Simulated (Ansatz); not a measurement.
BaS, 2 atoms in the cell. It takes space group Fm-3m (No. 225, cubic). Conventional cell: a = 6.388 Å, b = 6.388 Å, c = 6.388 Å, α = 90.00°, β = 90.00°, γ = 90.00°. Ba (site symmetry m-3m) is surrounded by 6 S at 3.19 Å. Around S (site symmetry m-3m) lie 6 Ba at 3.19 Å. 

* Program: Ansatz 0.2.0
* Task: Born charges and dielectric tensor
* Functional: PBEsol
* Potentials or basis: all-electron PAW datasets made for the crystal
* Cutoff: 290 eV (chosen from the basis error)
* k mesh: 7 × 7 × 7
* Occupations: fixed
* Spin: no spin polarisation

Potentials or basis: all-electron PAW datasets made for the crystal.

Command:

```console
$ ansatz run input.yaml --threads 1 --pin off --max-ram 3072MiB --backend cpu --events-out ev --progress --plain --runs-dir out
```

Hardware: 1 thread of Intel(R) Xeon(R) Platinum 8488C (Sapphire Rapids) (shared host).

**Question.** How long does it take, and how much memory?

**Answer.** Wall time 16 s on 1 thread of Intel(R) Xeon(R) Platinum 8488C (Sapphire Rapids), with other jobs on the host, peak memory 0.61 GiB. Counts: scf iterations 9, plane waves 725, k points 40, bands 12.
